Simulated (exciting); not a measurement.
# Li (Fm-3m) in exciting: optical spectrum with WC

Aim: the optical spectrum of Li with WC.

Program: exciting (release sodium). These are calculated values, not measurements. Logs are shortened: lines on timing, memory, paths and dates and some standing lists are left out, and cuts for length are marked.

### 1 The structure

The structure is cubic, space group Fm-3m (No. 225). Conventional cell: a = 4.404 Å, b = 4.404 Å, c = 4.404 Å, α = 90.00°, β = 90.00°, γ = 90.00°. Li (site symmetry m-3m) is surrounded by 12 Li at 3.11 Å.

This isn't the form of Li at room conditions, which is bcc.

### 2 Optical spectrum, WC

The input, run_exciting.py:

```python
import subprocess
import xml.etree.ElementTree as ET
from ase.io import read
from ase.units import Bohr

atoms = read("POSCAR")
rmt = {'Li': 1.7}  # bohr
tasks = """
<groundstate do="fromscratch" ngridk="10 10 10" rgkmax="6" gmaxvr="14" lmaxapw="10" lmaxmat="10" lmaxvr="8" stype="Gaussian" swidth="0.00036749" nempty="22" ValenceRelativity="zora" epsengy="1e-05" epspot="1e-05" maxscl="60" outputlevel="normal" vkloff="0.5 0.5 0.5">
  <libxc exchange="XC_GGA_X_WC" correlation="XC_GGA_C_PBE"/>
</groundstate>
<properties>
  <momentummatrix/>
  <dielmat intraband="false" wmax="1" wgrid="200" swidth="0.007" tevout="true">
    <epscomp>1 1</epscomp>
    <epscomp>2 2</epscomp>
    <epscomp>3 3</epscomp>
  </dielmat>
</properties>
"""

root = ET.Element("input")
ET.SubElement(root, "title").text = "Li"
structure = ET.SubElement(root, "structure", speciespath="./", tshift="false")
crystal = ET.SubElement(structure, "crystal", scale="1.0")
for vector in atoms.cell / Bohr:
    ET.SubElement(crystal, "basevect").text = " ".join(f"{x:.12f}" for x in vector)
symbols = atoms.get_chemical_symbols()
for element in dict.fromkeys(symbols):
    species = ET.SubElement(structure, "species", speciesfile=element + ".xml", rmt=str(rmt[element]))
    for symbol, position in zip(symbols, atoms.get_scaled_positions(wrap=False)):
        if symbol == element:
            ET.SubElement(species, "atom", coord=" ".join(f"{x:.12f}" for x in position))
root.extend(ET.fromstring("<tasks>" + tasks + "</tasks>"))
ET.indent(root)
ET.ElementTree(root).write("input.xml")
subprocess.run(["exciting_smp"], check=True)
```

The input, POSCAR:

```
Li
1.0
    0.0000000000      2.2020000000      2.2020000000
    2.2020000000      0.0000000000      2.2020000000
    2.2020000000      2.2020000000      0.0000000000
Li
1
Direct
    0.0000000000      0.0000000000      0.0000000000
```

Potentials or basis: all-electron LAPW+lo, shipped species files, valence relativity zora.

Run with:

```sh
$ OMP_NUM_THREADS=1 python run_exciting.py
```

The program printed:

```text
================================================================================
EXCITING SODIUM started
All units are atomic (Hartree, Bohr, etc.)
================================================================================

********************************************************************************
* Ground-state run starting from atomic densities                              *
********************************************************************************

++++++++++++++++++++++++++++++++++++++++++++++++++++++++++++++++++++++++++++++++
+ Starting initialization                                                      +
++++++++++++++++++++++++++++++++++++++++++++++++++++++++++++++++++++++++++++++++

 Lattice vectors (cartesian) :
      0.0000000000      4.1611769291      4.1611769291
      4.1611769291      0.0000000000      4.1611769291
      4.1611769291      4.1611769291      0.0000000000

 Reciprocal lattice vectors (cartesian) :
     -0.7549769469      0.7549769469      0.7549769469
      0.7549769469     -0.7549769469      0.7549769469
      0.7549769469      0.7549769469     -0.7549769469

 Unit cell volume                           :     144.1048313616
 Brillouin zone volume                      :       1.7213178149

 Species :    1 (Li)
     parameters loaded from                 :    Li.xml
     name                                   :    lithium
     nuclear charge                         :      -3.00000000
     electronic charge                      :       3.00000000
     atomic mass                            :   12652.66897000
     muffin-tin radius                      :       1.70000000
     # of radial points in muffin-tin       :     250

     atomic positions (lattice) :
       1 :   0.00000000  0.00000000  0.00000000

 Total number of atoms per unit cell        :       1

 Spin treatment                             :    spin-unpolarised

 Number of Bravais lattice symmetries       :      48
 Number of crystal symmetries               :      48

 k-point grid                               :      10   10   10
 k-point offset :       0.500000  0.500000  0.500000
 Total number of k-points                   :     110
 k-point set is reduced with crystal symmetries

 R^MT_min * |G+k|_max (rgkmax)              :       6.00000000
 Species with R^MT_min                      :       1 (Li)
 Maximum |G+k| for APW functions            :       3.52941176
 Maximum |G| for potential and density      :      14.00000000

 G-vector grid sizes                        :      27    27    27
 Total number of G-vectors                  :    6615

 Maximum angular momentum used for
     APW functions                          :      10
     computing H and O matrix elements      :      10
     potential and density                  :       8
     inner part of muffin-tin               :       2

 Total nuclear charge                       :      -3.00000000
 Total electronic charge                    :       3.00000000
 Total core charge                          :       0.00000000
 Total valence charge                       :       3.00000000

 Number of empty states                     :      22
 Total number of valence states             :      24

 Maximum Hamiltonian size                   :     115
 Maximum number of plane-waves              :     113
 Total number of local-orbitals             :       2

 Exchange-correlation type                  :     100
     libxc; exchange: Wu & Cohen; correlation: Perdew, Burke & Ernzerhof (see libxc for references)

 Smearing scheme                            :    Gaussian
 Smearing width                             :       0.00036749

 Using multisecant Broyden potential mixing

++++++++++++++++++++++++++++++++++++++++++++++++++++++++++++++++++++++++++++++++
+ Ending initialization                                                        +
++++++++++++++++++++++++++++++++++++++++++++++++++++++++++++++++++++++++++++++++

********************************************************************************
* Groundstate module started                                                   *
********************************************************************************
 Output level for this task is set to normal

++++++++++++++++++++++++++++++++++++++++++++++++++++++++++++++++++++++++++++++++
+ Self-consistent loop started                                                 +
++++++++++++++++++++++++++++++++++++++++++++++++++++++++++++++++++++++++++++++++
 Density and potential initialised from atomic data

++++++++++++++++++++++++++++++++++++++++++++++++++++++++++++++++++++++++++++++++
+ SCF iteration number :    1                                                  +
++++++++++++++++++++++++++++++++++++++++++++++++++++++++++++++++++++++++++++++++
 Total energy                               :        -7.49631312
 _______________________________________________________________
 Fermi energy                               :         0.01292270
 Kinetic energy                             :         7.42809483
 Coulomb energy                             :       -13.09998634
 Exchange energy                            :        -1.74516515
 Correlation energy                         :        -0.07925645

 DOS at Fermi energy (states/Ha/cell)       :        23.10345393

 Electron charges :
     core                                   :         0.00000000
     core leakage                           :         0.00000000
     valence                                :         3.00000000
     interstitial                           :         0.92441687
     charge in muffin-tin spheres :
                  atom     1    Li          :         2.07558313
     total charge in muffin-tins            :         2.07558313
     total charge                           :         3.00000000

++++++++++++++++++++++++++++++++++++++++++++++++++++++++++++++++++++++++++++++++
+ SCF iteration number :    2                                                  +
++++++++++++++++++++++++++++++++++++++++++++++++++++++++++++++++++++++++++++++++
 Total energy                               :        -7.49298690
 _______________________________________________________________
 Fermi energy                               :         0.01286810
 Kinetic energy                             :         7.42755155
 Coulomb energy                             :       -13.09657763
 Exchange energy                            :        -1.74470798
 Correlation energy                         :        -0.07925284
[... 206 lines left out ...]
++++++++++++++++++++++++++++++++++++++++++++++++++++++++++++++++++++++++++++++++
+ SCF iteration number :   10                                                  +
++++++++++++++++++++++++++++++++++++++++++++++++++++++++++++++++++++++++++++++++
 Total energy                               :        -7.48626730
 _______________________________________________________________
 Fermi energy                               :         0.01265876
 Kinetic energy                             :         7.42278273
 Coulomb energy                             :       -13.08637474
 Exchange energy                            :        -1.74342296
 Correlation energy                         :        -0.07925233

 DOS at Fermi energy (states/Ha/cell)       :        23.12083438

 Electron charges :
     core                                   :         0.00000000
     core leakage                           :         0.00000000
     valence                                :         3.00000000
     interstitial                           :         0.92480881
     charge in muffin-tin spheres :
                  atom     1    Li          :         2.07519119
     total charge in muffin-tins            :         2.07519119
     total charge                           :         3.00000000

 RMS change in effective potential (target) :  0.379549E-06  ( 0.100000E-04)
 Absolute change in total energy   (target) :  0.395386E-07  ( 0.100000E-04)
 Charge distance                   (target) :  0.700470E-08  ( 0.100000E-04)

++++++++++++++++++++++++++++++++++++++++++++++++++++++++++++++++++++++++++++++++
| Convergency criteria checked for the last 2 iterations                       +
| Convergence targets achieved. Performing final SCF iteration                 +
++++++++++++++++++++++++++++++++++++++++++++++++++++++++++++++++++++++++++++++++
 Total energy                               :        -7.48626731
 _______________________________________________________________
 Fermi energy                               :         0.01265876
 Kinetic energy                             :         7.42278273
 Coulomb energy                             :       -13.08637474
 Exchange energy                            :        -1.74342296
 Correlation energy                         :        -0.07925233

 DOS at Fermi energy (states/Ha/cell)       :        23.12089102

 Electron charges :
     core                                   :         0.00000000
     core leakage                           :         0.00000000
     valence                                :         3.00000000
     interstitial                           :         0.92480881
     charge in muffin-tin spheres :
                  atom     1    Li          :         2.07519119
     total charge in muffin-tins            :         2.07519119
     total charge                           :         3.00000000

++++++++++++++++++++++++++++++++++++++++++++++++++++++++++++++++++++++++++++++++
+ Self-consistent loop stopped                                                 +
++++++++++++++++++++++++++++++++++++++++++++++++++++++++++++++++++++++++++++++++
 STATE.OUT is written

********************************************************************************
* Groundstate module stopped                                                   *
********************************************************************************

--------------------------------------------------------------------------------
- CAUTION! Warnings have been written in file WARNING.OUT !                    -
--------------------------------------------------------------------------------
================================================================================
| EXCITING SODIUM stopped                                                      =
================================================================================
```

Run time: 21 s. Hardware: 1 thread of Arm Neoverse V1, shared host; peak memory 0.24 GiB.

Results:

```yaml
Free_energy: -203.7118 eV
All_electrons_inside_the_program's_atomic_spheres: Li 2.08 (radii Li 1.7 bohr)
```

Levels at points of the mesh, in eV from the Fermi level:
```tsv
k point	band 1	band 2	band 3	band 4	band 5	band 6	band 7
(0.05, 0.05, 0.05)	-46.33	-3.45	13.46	13.87	13.87	17.09	17.82
```

Dielectric function (mean over the directions given):
```
energy (eV)  real part  imaginary part
       0.27       1.57            0.00
       1.22       1.62            0.02
       2.31       1.84            0.08
       3.27       1.91            1.69
       4.35       0.59            0.71
       5.31       0.65            0.61
       6.39       0.80            0.39
       7.48       0.87            0.32
       8.44       0.96            0.23
       9.52       0.99            0.19
      10.48       0.81            0.21
      11.56       0.93            0.12
      12.52       0.83            0.20
      13.61       0.92            0.09
      14.69       0.92            0.10
      15.65       0.92            0.06
      16.73       0.91            0.04
      17.69       0.92            0.02
      18.78       0.94            0.01
      19.86       0.96            0.01
```

Caveat: the intraband (Drude) term of the metal is left out; spectra need much finer meshes, so this one isn't converged; independent-particle spectra lack excitons.

### 3 The reference run

An earlier run on the cell as given: functional PBE; potentials or basis all-electron LAPW+lo, shipped species files, valence relativity zora; rgkmax 7; k mesh 10 × 10 × 10; occupations fermi-dirac, width 0.05 eV; no spin polarisation.

- Band gap on the k mesh: none (metal or under the smearing width)
- All electrons inside the program's atomic spheres: Li 2.08 (radii Li 1.7 bohr)
